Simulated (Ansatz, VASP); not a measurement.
Two plane-wave programs on P

INCAR

```
PREC = Accurate ; ENCUT = 520
EDIFF = 1E-6 ; ISMEAR = 0
SIGMA = 0.05 ; LREAL = False
LASPH = True ; NELM = 80
ALGO = Normal ; ISIF = 2
LWAVE = False ; LCHARG = False
GGA = PE ; IVDW = 12
NBANDS = 8
```

File KPOINTS:

```
regular mesh
0
Gamma
  8 8 8
```

Contents of POSCAR:

```
P
1.0
    2.5585688000      0.0000000000      0.0000000000
    0.0000000000      2.5585688000      0.0000000000
    0.0000000000      0.0000000000      2.5585688000
P
1
Direct
    0.0000000000      0.0000000000      0.0000000000
```

Input for Ansatz:

```yaml
crystal:
  lattice:
    - [2.5585688, 0.0, 0.0]
    - [0.0, 2.5585688, 0.0]
    - [0.0, 0.0, 2.5585688]
  atoms:
    - { symbol: P, position: [0.0, 0.0, 0.0] }
basis:
  ecutwfc: 420
  ecutrho_ratio: 4
kpoints:
  mp_grid: { grid: [8, 8, 8] }
hamiltonian:
  xc: pbe
  dispersion: d3bj
scf:
  occupations: { method: gaussian, width: 0.05 }
output:
  forces: true
  stress: true
  eigenvalues: true
```

The cell was built by a generator and needn't be a form met in nature.

Alike in both runs: task single point; functional PBE; dispersion D3(BJ); k mesh 8 × 8 × 8; occupations gaussian, width 0.05 eV; no spin polarisation.

|  | VASP | Ansatz |
| --- | --- | --- |
| version | VASP 6.6.1 | Ansatz 0.2.0 |
| potentials or method | VASP PAW PBE potentials, release 64 (P) | scalar-relativistic, plane waves, PAW |
| plane-wave cutoff (eV) | 520 | 420 |
| valence electrons in the cell | 5 | 5 |

|  | VASP | Ansatz | Ansatz less VASP |
| --- | --- | --- | --- |
| gap on the k mesh at the Fermi level (eV) | none | none | - |
| pressure (GPa) | -15.8 | -15.7 | +0.13 |

A gap of «none» marks a metal or a gap that the smearing closes.

Caveats: so large a pressure means that the cell lies far from this level's equilibrium, or that cutoff or potentials fall short (VASP); pairwise dispersion overbinds metals, which lowers pressure and volume.
